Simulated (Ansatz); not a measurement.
# TePb under changes of volume

One of the cells (33.730 Å³/atom); the others are scaled copies at fixed shape and fractional positions:

```
Pb Te
1.0
     0.00000    3.23100    3.23100
     3.23100    0.00000    3.23100
     3.23100    3.23100    0.00000
Pb Te
1 1
Direct
  0.00000 0.00000 0.00000
  0.50000 0.50000 0.50000
```

| Property | Result |
| --- | --- |
| Program | Ansatz 0.2.0 |
| Functional | PBE |
| Potentials or basis | Ansatz PAW polarizable |
| Cutoff | 420 eV (not typed: the program's choice for these potentials) |
| k mesh | 7 × 7 × 7 |
| Occupations | fermi-dirac, width 0.05 eV |
| Spin | no spin polarisation |

```csv
volume (Å³/atom),energy over the lowest point (meV/atom),pressure (GPa)
31.706,57.28,5.5
32.380,36.83,4.2
33.055,?,?
33.730,10.38,2.1
34.404,3.42,1.2
35.079,0.08,0.4
35.753,0.00,-0.3
```

Question: What does the run at 33.055 Å³/atom give?

Answer: Energy over the lowest point 21.37 meV/atom; pressure 3.1 GPa.

Worked out: A Birch-Murnaghan fit of order 3 (a polynomial in V^(-2/3)) to the other rows has its minimum at 35.43 Å³/atom with B0 = V·E''(V) = 38 GPa and B' = 4.6. It gives 21.36 meV/atom at 33.055 Å³/atom, against the run's 21.37, and -dE/dV = 3.1 GPa, against 3.1.

Energies are extrapolated to zero smearing.
